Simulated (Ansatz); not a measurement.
# PbSe2: the cost of one run

Method: DFT r2SCAN, scalar-relativistic, plane waves, PAW, in Ansatz 0.2.0.

1 further run of the same task is left out (set aside as unsound or not needed). Runs told in other sessions of the task aren't counted.

**1. The starting structure**

The structure is hexagonal, space group P6_322 (No. 182). Conventional cell: a = 5.036 Å, b = 5.036 Å, c = 8.565 Å, α = 90.00°, β = 90.00°, γ = 120.00°. Around Si (site symmetry 3) lie 4 O at 1.60 to 1.61 Å. O (site symmetry 2) is surrounded by 2 Si at 1.61 Å. O (site symmetry 32) is surrounded by 2 Si at 1.60 Å.

Coordinates:

```
Si O
1.0
     5.03608    0.00000    0.00000
    -2.51804    4.36137    0.00000
     0.00000    0.00000    8.56508
Si O
4 8
Direct
  0.66667 0.33333 0.93705
  0.66667 0.33333 0.56295
  0.33333 0.66667 0.06295
  0.33333 0.66667 0.43705
  0.00000 0.41331 0.00000
  0.41331 0.41331 0.50000
  0.58669 0.00000 0.50000
  0.58669 0.58669 0.00000
  0.00000 0.58669 0.50000
  0.66667 0.33333 0.75000
  0.33333 0.66667 0.25000
  0.41331 0.00000 0.00000
```

It goes back to an entry of the Materials Project, which need not be the stable form.

This cell was relaxed beforehand with the same method: volume 15.68 Å³/atom, gap on the mesh 6.18 eV.

**2. O → Se, Si → Pb: the starting cell**

PbSe2 starts from the relaxed positions of SiO2, with all lengths scaled by 1.346, a guess from tabulated radii.

**3. Probe: one point at the start (PbSe2)**

File input.yaml:

```yaml
crystal:
  lattice:
    - [6.7781515847, 0.0, 0.0]
    - [-3.3890757923, 5.8700514631, 0.0]
    - [0.0, 0.0, 11.527904233]
  atoms:
    - { symbol: Pb, position: [0.6666666667, 0.3333333333, 0.937046069] }
    - { symbol: Pb, position: [0.6666666667, 0.3333333333, 0.562953931] }
    - { symbol: Pb, position: [0.3333333333, 0.6666666667, 0.062953931] }
    - { symbol: Pb, position: [0.3333333333, 0.6666666667, 0.437046069] }
    - { symbol: Se, position: [0.0, 0.4133082358, 0.0] }
    - { symbol: Se, position: [0.4133082358, 0.4133082358, 0.5] }
    - { symbol: Se, position: [0.5866917642, 0.0, 0.5] }
    - { symbol: Se, position: [0.5866917642, 0.5866917642, 0.0] }
    - { symbol: Se, position: [0.0, 0.5866917642, 0.5] }
    - { symbol: Se, position: [0.6666666667, 0.3333333333, 0.75] }
    - { symbol: Se, position: [0.3333333333, 0.6666666667, 0.25] }
    - { symbol: Se, position: [0.4133082358, 0.0, 0.0] }
basis:
  ecutwfc: 500
kpoints:
  mp_grid: { grid: [3, 3, 2] }
hamiltonian:
  xc: r2scan
scf:
  occupations: { method: gaussian, width: 0.1 }
output:
  forces: true
  stress: true
  eigenvalues: true
```

Command:

```console
$ ansatz run input.yaml --threads 2 --pin off --max-ram 5120MiB --backend cpu --events-out ev --progress --plain --runs-dir out
```

Q: Estimate wall time and peak memory on 2 threads of Intel Xeon 6975P-C (Granite Rapids), shared host.

About 17 s, with a peak of 1.7 GiB.
